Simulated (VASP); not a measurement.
Wanted: the native input for a VASP 6.6.1 run.

| Quantity | Value |
| --- | --- |
| Task | single point |
| Functional | PBEsol |
| Potentials or basis | VASP PAW PBE potentials, release 64 (Mg) |
| Cutoff | 520 eV |
| k mesh | 3 × 2 × 3 |
| Occupations | fermi-dirac, width 0.1 eV |
| Spin | no spin polarisation |
| Dipole correction | no |
| Further INCAR settings | ALGO = Fast; EDIFF = 1e-07; NBANDS = 25 |

The structure of Mg (a cell with a defect) lies in POSCAR:

```
Mg
1.0
    6.4200000000      0.0000000000      0.0000000000
   -4.8150000000      8.3398250000      0.0000000000
    0.0000000000      0.0000000000      5.2130400000
Mg
13
Direct
   -0.0112113967     -0.0151292143      0.0779671746
    0.1653881864      0.2429913098      0.4150712444
   -0.0084610804      0.4168471161      0.0879404340
    0.2526109899      0.5546713510      0.5931111213
   -0.0852993504      0.6720370032     -0.1755066142
    0.1557251145      0.7674505160      0.2988576723
    0.5705816956      0.0699230499      0.1087242760
    0.7540360866      0.2645783335      0.6014371653
    0.4200650779      0.3438142887     -0.0975482636
    0.6627392742      0.5151055328      0.3707684959
    0.5008382990      0.7002955098      0.0664619876
    0.6928332963      0.9009642289      0.5750483403
    0.2650115897      0.0104999805      0.6425766923
```

The cell was built by a generator and needn't be a form met in nature.

One way to write it, as run:

INCAR

```
ALGO = Fast
EDIFF = 1E-7
ENCUT = 520
GGA = PS
ISIF = 2
ISMEAR = -1
LASPH = True
LCHARG = False
LREAL = False
LWAVE = False
NBANDS = 25
NELM = 100
PREC = Accurate
SIGMA = 0.1
```

KPOINTS

```
k-points
0
Gamma
  3 2 3
```

Potentials or basis: VASP PAW PBE potentials, release 64 (Mg).

Command:

```sh
$ cat potpaw_PBE.64/Mg/POTCAR > POTCAR
$ mpirun -np 1 vasp_std > vasp.out
```

Results of the run:

```
Pressure               : 4.1 GPa
Largest force          : 0.110 eV/Å
Band gap on the k mesh : none (metal or under the smearing width)
```

Caveat: the k mesh is coarse (spacing up to 0.40 Å⁻¹), so the values aren't converged; the PAW data sets were made with another functional, which shifts forces and pressure a little.

Run time: 84 s on 1 thread of Intel(R) Xeon(R) Platinum 8488C (Sapphire Rapids), with other jobs on the host, peak memory 0.36 GiB.
